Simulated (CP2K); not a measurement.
# CdTe: band structure with LDA

**The experiment to reproduce.**

A printed reference work, data compilation reports, for a bulk crystal of CdTe at 0 K: band gap 1.607 eV.

Crystal: CdTe.

```
Te Cd
1.0
     4.53255    0.00000    0.00000
     2.26628    3.92531    0.00000
     2.26628    1.30844    3.70082
Te Cd
1 1
Direct
  0.75000 0.75000 0.75000
  0.00000 0.00000 0.00000
```

| Quantity | Value |
| --- | --- |
| Program | CP2K 2026.2 |
| Task | band structure |
| Functional | LDA |
| Potentials or basis | GTH_POTENTIALS Te GTH-PADE-q6, Cd GTH-PADE-q12; TZVP-MOLOPT-PBE-GTH basis |
| Density cutoff | 6123 eV |
| k mesh | 7 × 7 × 7 |
| Occupations | fermi-dirac, width 0.05 eV |
| Spin | no spin polarisation |
| SCF solver | diagonalisation with k points |
| Quickstep method | GPW |
| EPS_DEFAULT | 1.0E-10 |
| EPS_SCF | 1.0E-6 |
| MAX_SCF | 100 |
| SCF_GUESS | ATOMIC |
| k points reduced by the point group | yes |
| Mesh centred on Gamma | yes |
| CHOLESKY | OFF |
| EPS_EIGVAL | 1.0E-7 |
| MIXING METHOD | BROYDEN_MIXING |
| MIXING ALPHA | 0.4 |
| NBUFFER | 8 |
| NGRIDS | 5 |
| Basis sets | Te TZVP-MOLOPT-PBE-GTH-q6, Cd TZVP-MOLOPT-PBE-GTH-q12 |
| Potentials | Te GTH-PADE-q6 of GTH_POTENTIALS, Cd GTH-PADE-q12 of GTH_POTENTIALS |
| ADDED_MOS | [10] |
| Points a segment of the path (NPOINTS) | 6 |
| Bands added on the path | 6 |
| REL_CUTOFF (Ry) | 60 Ry |
| MIXING BETA (1/bohr) | 1.5 1/bohr |
| CUTOFF of the grids | 450 Ry |

```
Pressure                : 0.5 GPa
Band gap on the k mesh  : 0.65 eV, direct
Band gap along the path : 0.65 eV, direct
Mulliken charges        : Te -0.28; Cd +0.28 e
Hirshfeld charges       : Te -0.17; Cd +0.17 e
```

Levels at the corners of the path, in eV from the valence-band top:
| point | band 7 | band 8 | band 9 | band 10 | band 11 | band 12 |
| --- | --- | --- | --- | --- | --- | --- |
| Γ | 0.00 | 0.00 | 0.00 | 0.65 | 4.67 | 4.67 |
| X | -4.57 | -2.02 | -2.02 | 2.43 | 2.57 | 8.93 |
| W | -4.45 | -2.50 | -2.40 | 4.30 | 4.62 | 5.73 |
| K | -4.47 | -2.76 | -1.67 | 2.79 | 4.51 | 7.47 |
| Γ | 0.00 | 0.00 | 0.00 | 0.65 | 4.67 | 4.67 |
| L | -4.72 | -0.84 | -0.84 | 1.72 | 5.21 | 5.21 |
| U | -4.47 | -2.76 | -1.67 | 2.79 | 4.51 | 7.47 |
| W | -4.45 | -2.50 | -2.40 | 4.30 | 4.62 | 5.73 |
| L | -4.72 | -0.84 | -0.84 | 1.72 | 5.21 | 5.21 |
| K | -4.47 | -2.76 | -1.67 | 2.79 | 4.51 | 7.47 |
| U | -4.47 | -2.76 | -1.67 | 2.79 | 4.51 | 7.47 |
| X | -4.57 | -2.02 | -2.02 | 2.43 | 2.57 | 8.93 |

Wall time 19 s on 1 thread of Arm Neoverse V2, on a shared host, peak memory 0.31 GiB.

Measured gap of CdTe: 1.607 eV (0 K; a printed reference work, data compilation). This calculation gives 0.65 eV (-0.96 eV). Spin-orbit coupling on Cd, Te is left out. The value is that of LDA in an atomic basis (GTH_POTENTIALS Te GTH-PADE-q6, Cd GTH-PADE-q12; TZVP-MOLOPT-PBE-GTH basis), whose error adds to the functional's,, without temperature or zero-point motion. Semilocal functionals fall short of measured gaps as a rule.

Caveat: Mulliken charges move with the basis; spin-orbit coupling is left out, which moves the levels of the heavy elements; the basis of atomic orbitals isn't converged, which shifts pressures, moduli and gaps.
